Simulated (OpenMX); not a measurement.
Crystal: MnSi.

```
CELL_PARAMETERS angstrom
3.07218 0.00000 0.00000
0.00000 3.07218 0.00000
0.00000 0.00000 3.07218
ATOMIC_POSITIONS crystal
Mn 0.00000 0.00000 0.00000
Si 0.50000 0.50000 0.50000
```

The cell was built by a generator and needn't be a form met in nature.

Alike in all runs: program OpenMX 3.8.5; functional PBE; potentials or basis OpenMX 2013 PBE set, Mn6.0-s3p2d2, Si7.0-s2p2d1, grid cutoff 400 Ry; k mesh 7 × 7 × 7; occupations fermi-dirac, width 0.05 eV.

The same cell was started in several ways:

| start | free energy over the lowest (meV/atom) | net moment (μB) | site or absolute moments (μB) | gap |
| --- | --- | --- | --- | --- |
| collinear spin, ferromagnetic start of up to 5.5 μB | 0.0 | 2.55 | Mn +2.83; Si -0.28 | none (metal or under the smearing width) |
| collinear spin, ferromagnetic start of up to 4 μB | 0.0 | 2.55 | Mn +2.83; Si -0.28 | none (metal or under the smearing width) |
| collinear spin, zero start | 60.4 | 0.00 | - | none (metal or under the smearing width) |

The spin-polarised runs without a constraint all converged, yet they end up to 60 meV/atom apart: a converged run can sit in a state that isn't the lowest. A still lower state may exist.

Caveats: the cell is far from rest, so the order of the states can change on relaxing; the basis of atomic orbitals isn't converged, which shifts pressures, moduli and gaps.
